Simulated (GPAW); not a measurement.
Runs of GPAW 26.7.0 on KCl. Symmetry: Pm-3m, No. 221, cubic system. Conventional cell: a = 3.839 Å, b = 3.839 Å, c = 3.839 Å, α = 90.00°, β = 90.00°, γ = 90.00°. Around K (site symmetry m-3m) lie 8 Cl at 3.32 Å. Cl (site symmetry m-3m) has 8 K at 3.32 Å as nearest neighbours. Measurements of this composition are mostly on another form, of space group No. 225.

```tsv
task	level	potentials or basis	k mesh	cutoff (eV)	smearing	response ecut	maxiter	response k mesh	response bands	kernels	gap on the mesh (eV)	pressure (GPa)
dielectric tensor	LDA	the program's PAW data sets (release 1.2.1) made for this functional, pw	6 × 6 × 6	450	fermi-dirac 0.001 eV	80 eV	150	18 × 18 × 18	28	["RPA", "LR0.1", "LR0.2"]	4.37	-
single point	TB-mBJ	GPAW PAW data sets for LDA (gpaw-data 1.2.1), pw	8 × 8 × 8	600	fermi-dirac 0.05 eV	-	150	-	-	-	(a)	-
single point	LDA	the program's PAW data sets (release 1.2.1) made for this functional, pw	6 × 6 × 6	450	fermi-dirac 0.05 eV	-	120	-	-	-	4.37	-3.7
single point	PBEsol	PAW data sets generated in the run's folder for this functional, pw	6 × 6 × 6	450	fermi-dirac 0.05 eV	-	120	-	-	-	4.63	-2.0
```

Alike in all rows: no spin polarisation; cell as given.

Problem. Estimate the missing entries.

Solution. (a) 7.71.

Caveats: the cutoff is short for stress and forces, so pressures can be off by a GPa or more (some runs); the long-wavelength limit can be off by a per cent or two (some runs); a model potential gives levels but no total energy (some runs); the PAW data sets were made with another functional, which shifts forces and pressure a little (some runs).

A k mesh can miss the band edges.
